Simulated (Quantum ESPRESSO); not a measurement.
Runs of Quantum ESPRESSO 7.5 on SiO2. Symmetry: Imma, No. 74, orthorhombic system. Conventional cell: a = 5.247 Å, b = 9.554 Å, c = 8.883 Å, α = 90.00°, β = 90.00°, γ = 90.00°. Around Si (site symmetry m) lie 4 O at 1.60 to 1.61 Å. Around O (site symmetry 2/m) lie 2 Si at 1.60 Å. O (site symmetry 2) is surrounded by 2 Si at 1.61 Å. Around O (site symmetry mm2) lie 2 Si at 1.61 Å. The cell comes from a database or a generator and needn't be the stable form of this composition.

```csv
task,cell,k mesh,gap on the mesh (eV),pressure (GPa),V0 of scaled cells (Å³/atom),B0 (GPa),largest force (eV/Å)
equation of state,as given,5 × 5 × 5,-,-,19.09,129,-
single point,as given,6 × 6 × 6,(a),3.7,-,-,0.32
single point,"atoms moved at random, drawn with an rms of 0.05 Å",6 × 6 × 6,5.09,3.7,-,-,4.88
equation of state,as given,6 × 6 × 6,-,-,19.09,129,-
```

Alike in all rows: level PBE; potentials or basis SSSP 1.3 efficiency PBE; no spin polarisation; cutoff (eV) 748; smearing fermi-dirac 0.05 eV.

**Question.** Fill in the values left out.

**Answer.** (a) 5.48.

Caveats: the cell was scaled at fixed shape and fractional positions, which overstates the stiffness of a crystal with free parameters, most of all of layers and chains (some runs).

A k mesh can miss the band edges.
